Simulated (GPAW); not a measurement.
# GaSb (F-43m) in GPAW: further runs, part 2 of 2

GPAW 26.7.0. Earlier steps stand in the parts before.

## Step 4: Equation of state, BLYP+D3

run.py

```python
from ase.calculators.mixing import SumCalculator
from ase.eos import EquationOfState
from ase.io import Trajectory, read
from ase.units import GPa
from dftd3.ase import DFTD3
from gpaw import GPAW, PW, setup_paths

setup_paths.insert(0, '.')

atoms = read('GaSb.xyz')

traj = Trajectory('eos.traj', 'w')
volumes, energies = [], []
for x in [0.94, 0.96, 0.98, 1.0, 1.02, 1.04, 1.06]:
    a = atoms.copy()
    a.set_cell(atoms.cell * x**(1 / 3), scale_atoms=True)
    calc = GPAW(mode=PW(600),
                xc='BLYP',
                kpts={'size': (6, 6, 6), 'gamma': True},
                occupations={'name': 'fermi-dirac', 'width': 0.05},
                nbands=18,
                convergence={'density': 1e-05, 'energy': 1e-05},
                eigensolver='davidson',
                maxiter=150,
                txt=f'eos-{x:.2f}.txt')
    a.calc = SumCalculator([calc, DFTD3(method='blyp', damping='d3zero')])
    energies.append(a.get_potential_energy())
    volumes.append(a.get_volume())
    p = -a.get_stress()[:3].mean() / GPa
    calc.write(f'eos-{x:.2f}.gpw')
    traj.write(a)
    print(f'{x:.2f} {volumes[-1]:10.4f} A^3 {energies[-1]:14.6f} eV {p:9.3f} GPa', flush=True)

v0, e0, B = EquationOfState(volumes, energies, eos='birchmurnaghan').fit()
print(f'V0 = {v0:.4f} A^3, E0 = {e0:.6f} eV, B0 = {B / GPa:.2f} GPa')
```

GaSb.xyz

```xyz
2
Lattice="0.0000000000 3.0590000000 3.0590000000 3.0590000000 0.0000000000 3.0590000000 3.0590000000 3.0590000000 0.0000000000" Properties=species:S:1:pos:R:3 pbc="T T T"
Sb     4.5885000000      4.5885000000      4.5885000000
Ga     0.0000000000      0.0000000000      0.0000000000
```

Potentials or basis: PAW data sets generated in the run's folder for this functional, pw.

Launch:

```sh
$ gpaw-setup -f BLYP Ga Sb
$ OMP_NUM_THREADS=1 python run.py
```

The program printed:

```text
__  _  _
 | _ |_)|_||  |
 |__||  | ||/\| - 26.7.0

Input parameters:
  mode=PW(ecut=600.0),
  convergence={'density': 1e-05, 'energy': 1e-05},
  eigensolver=Davidson(niter=2),
  kpts=MonkhorstPack(size=(6, 6, 6), gamma=True),
  maxiter=150,
  nbands=18,
  occupations=Occupations(name='fermi-dirac', width=0.05),
  xc=XC(name='BLYP')

Diagonalizing LCAO Hamiltonian
Converting LCAO to pw mode

                     Sb

       Ga

Atoms  # Å, Bohr magnetons
|   | symbol |        x |        y |        z |    initial magnetic moments |
|---|--------|----------|----------|----------|-----------------------------|
| 0 |     Sb | 4.526486 | 4.526486 | 4.526486 | ( 0.0000,  0.0000,  0.0000) |
| 1 |     Ga | 0.000000 | 0.000000 | 0.000000 | ( 0.0000,  0.0000,  0.0000) |

Unit cell  # Å
| periodic |        x |        y |        z |  lengths |    angles |
|----------|----------|----------|----------|----------|-----------|
|      yes | 0.000000 | 3.017657 | 3.017657 | 4.267612 | 60.000000 |
|      yes | 3.017657 | 0.000000 | 3.017657 | 4.267612 | 60.000000 |
|      yes | 3.017657 | 3.017657 | 0.000000 | 4.267612 | 60.000000 |

Number of symmetries: 24
Symmetry operations  # r_c * U_cc + t_c -> r_c
|    | kind |            matrix            |
|----|------|------------------------------|
|  0 |  E   |  1, 0, 0,  0, 1, 0,  0, 0, 1 |
|  1 |  σ   |  1, 0, 0,  0, 0, 1,  0, 1, 0 |
|  2 |  σ   |  1, 0,-1,  0, 1,-1,  0, 0,-1 |
|  3 |  C3  |  1, 0,-1,  0, 0,-1,  0, 1,-1 |
|  4 |  C3  |  1,-1, 0,  0,-1, 1,  0,-1, 0 |
|  5 |  σ   |  1,-1, 0,  0,-1, 0,  0,-1, 1 |
|  6 |  σ   |  0, 1, 0,  1, 0, 0,  0, 0, 1 |
[... 139 lines left out ...]

xc functional:
  name: BLYP with 2 nearest neighbor stencil

convergence criteria:
- Maximum integral of absolute [dens]ity change: 1e-05 electrons / valence electron
- Maximum [total energy] change in last 3 cyles: 1e-05 eV / valence electron
- Maximum integral of absolute [eigenst]ate change: 4e-08 eV^2 / valence electron
maximum number of iterations: 150

SCF iterations
|iter     | |      energy | eigst |  dens |
|---------|-|-------------|-------|-------|
|iter:   1| |   -6.210075 | +0.26 |       |
|iter:   2| |   -6.230262 | -0.62 | -1.27 |
|iter:   3| |   -6.190400 | -1.60 | -1.28 |
|iter:   4| |   -6.186038 | -2.70 | -1.96 |
|iter:   5| |   -6.186399 | -3.82 | -2.30 |
|iter:   6| |   -6.186521 | -4.49 | -2.73 |
|iter:   7| |   -6.186533c| -5.35 | -3.42 |
|iter:   8| |   -6.186534c| -6.13 | -4.29 |
|iter:   9| |   -6.186535c| -6.90 | -4.76 |
|iter:  10| |   -6.186535c| -7.84c| -5.52c|

Converged in 10 steps
Energy contributions relative to reference atoms: (reference = -229194.283975)

Energy contributions:
  Kinetic:          22.271288
  Coulomb:         -19.437785
  Zero:              0.281454
  External:          0.000000
  Xc:               -9.301181
  Entropy:          -0.000622
  Spinorbit:         0.000000
  ----------------------------
  Free energy:      -6.186846
  Extrapolated:     -6.186535

dipole moment: (-10.913282, -10.913282, -10.913282)  # |e|*Ang

Fermi level: 5.851
Eigenvalues  # (at kpt = [0.000, 0.000, 0.000])
| band index |      eig [eV] | occ [0-2] |
|------------|---------------|-----------|
|          0 |       -23.013 |     2.000 |
|          1 |       -23.013 |     2.000 |
|          2 |       -23.013 |     2.000 |
|          3 |       -22.989 |     2.000 |
|          4 |       -22.989 |     2.000 |
|          5 |        -6.035 |     2.000 |
[... 10 lines left out ...]
|         16 |        15.508 |     0.000 |
|         17 |        15.508 |     0.000 |

Gap: 0.189 eV
Transition (v -> c):
  (s=0, k=0, n=8, [0.00, 0.00, 0.00]) -> (s=0, k=0, n=9, [0.00, 0.00, 0.00])
No difference between direct/indirect transitions

Stress tensor  # eV/Ang^3
|         x |         y |         z |
|-----------|-----------|-----------|
| -0.049015 | -0.000000 | -0.000000 |
| -0.000000 | -0.049015 |  0.000000 |
| -0.000000 |  0.000000 | -0.049015 |

# Writing to eos-0.96.gpw (mode='')
```

stdout:

```text
0.94    53.8141 A^3      -7.069837 eV     7.082 GPa
0.96    54.9591 A^3      -7.115170 eV     5.600 GPa
0.98    56.1041 A^3      -7.150431 eV     4.313 GPa
1.00    57.2491 A^3      -7.177185 eV     3.133 GPa
1.02    58.3941 A^3      -7.195734 eV     2.020 GPa
1.04    59.5390 A^3      -7.206649 eV     1.010 GPa
1.06    60.6840 A^3      -7.210662 eV     0.098 GPa
<dir> UserWarning: The minimum volume of your fit is not in your volumes.  You may not have a minimum in your dataset!
  warnings.warn(
V0 = 60.8200 A^3, E0 = -7.210721 eV, B0 = 46.97 GPa
```

eos-0.94.txt:

```text
SCF iterations
|iter     | |      energy | eigst |  dens |
|---------|-|-------------|-------|-------|
|iter:   1| |   -6.152956 | +0.27 |       |
|iter:   2| |   -6.172726 | -0.62 | -1.26 |
|iter:   3| |   -6.129363 | -1.64 | -1.28 |
|iter:   4| |   -6.124332 | -2.71 | -1.96 |
|iter:   5| |   -6.124682 | -3.84 | -2.31 |
|iter:   6| |   -6.124813 | -4.49 | -2.72 |
[... 44 lines left out ...]

Gap: 0.349 eV
Transition (v -> c):
  (s=0, k=0, n=8, [0.00, 0.00, 0.00]) -> (s=0, k=0, n=9, [0.00, 0.00, 0.00])
No difference between direct/indirect transitions

Stress tensor  # eV/Ang^3
|         x |         y |         z |
|-----------|-----------|-----------|
| -0.058741 | -0.000000 |  0.000000 |
| -0.000000 | -0.058741 | -0.000000 |
|  0.000000 | -0.000000 | -0.058741 |

# Writing to eos-0.94.gpw (mode='')
```

Wall time 49 s (1 thread of Arm Neoverse V2, shared host); peak memory 0.24 GiB.

What came out:

- Equilibrium volume: 30.42 Å³/atom (rough: see the caveat)
- Bulk modulus: 46 GPa (rough)

Energy against volume, from the lowest point:
```csv
volume (Å³/atom),energy (meV/atom)
26.907,70.60
27.480,47.84
28.052,30.10
28.625,16.74
29.197,7.48
29.770,2.02
30.342,0.00
```

Caveat: the minimum lies outside the volumes run. The run has no spin-orbit coupling, so splittings on Sb are missing.

## Step 5: Equation of state, LDA

run.py

```python
from ase import Atoms
from ase.eos import EquationOfState
from ase.io import Trajectory
from ase.units import GPa
from gpaw import GPAW, PW, setup_paths

setup_paths.insert(0, '.')

atoms = Atoms(['Sb', 'Ga'],
              cell=[[0.0, 3.059, 3.059],
                    [3.059, 0.0, 3.059],
                    [3.059, 3.059, 0.0]],
              scaled_positions=[[0.75, 0.75, 0.75],
                                [0.0, 0.0, 0.0]],
              pbc=True)

traj = Trajectory('eos.traj', 'w')
volumes, energies = [], []
for x in [0.94, 0.96, 0.98, 1.0, 1.02, 1.04, 1.06]:
    a = atoms.copy()
    a.set_cell(atoms.cell * x**(1 / 3), scale_atoms=True)
    calc = GPAW(mode=PW(600),
                xc='LDA',
                kpts={'size': (6, 6, 6), 'gamma': True},
                occupations={'name': 'fermi-dirac', 'width': 0.05},
                setups={'Ga': 'jth', 'Sb': 'jth'},
                nbands=-9,
                convergence={'density': 1e-05, 'energy': 1e-05},
                maxiter=150,
                txt=f'eos-{x:.2f}.txt')
    a.calc = calc
    energies.append(a.get_potential_energy(force_consistent=True))
    volumes.append(a.get_volume())
    p = -a.get_stress()[:3].mean() / GPa
    calc.write(f'eos-{x:.2f}.gpw')
    traj.write(a)
    print(f'{x:.2f} {volumes[-1]:10.4f} A^3 {energies[-1]:14.6f} eV {p:9.3f} GPa', flush=True)

v0, e0, B = EquationOfState(volumes, energies, eos='birchmurnaghan').fit()
print(f'V0 = {v0:.4f} A^3, E0 = {e0:.6f} eV, B0 = {B / GPa:.2f} GPa')
```

Potentials or basis: JTH PAW 2.0, LDA, pw.

Launch:

```sh
$ OMP_NUM_THREADS=1 python run.py
```

Run time: 61 s. Hardware: 1 thread of Arm Neoverse V2, shared host; peak memory 0.29 GiB.

It converged, with:

| Item | Value |
| --- | --- |
| Equilibrium volume | 27.64 Å³/atom |
| Bulk modulus | 53 GPa |
| Pressure derivative of the bulk modulus | 3.8 |

Energy against volume, from the lowest point:
```tsv
volume (Å³/atom)	energy (meV/atom)
26.907	3.16
27.480	0.00
28.052	0.86
28.625	5.33
29.197	13.15
29.770	23.96
30.342	37.43
```

Caveat: the program truncates these outside data sets. The run has no spin-orbit coupling, so splittings on Sb are missing.

## Step 6: Against experiment

Step 2. A measured gap of GaSb is 0.811 eV (direct; 4.2 K; a printed reference work, data compilation); the calculated 0.00 eV misses it by -0.81 eV. The value is that of BLYP, without temperature or zero-point motion. Semilocal functionals fall short of measured gaps as a rule.
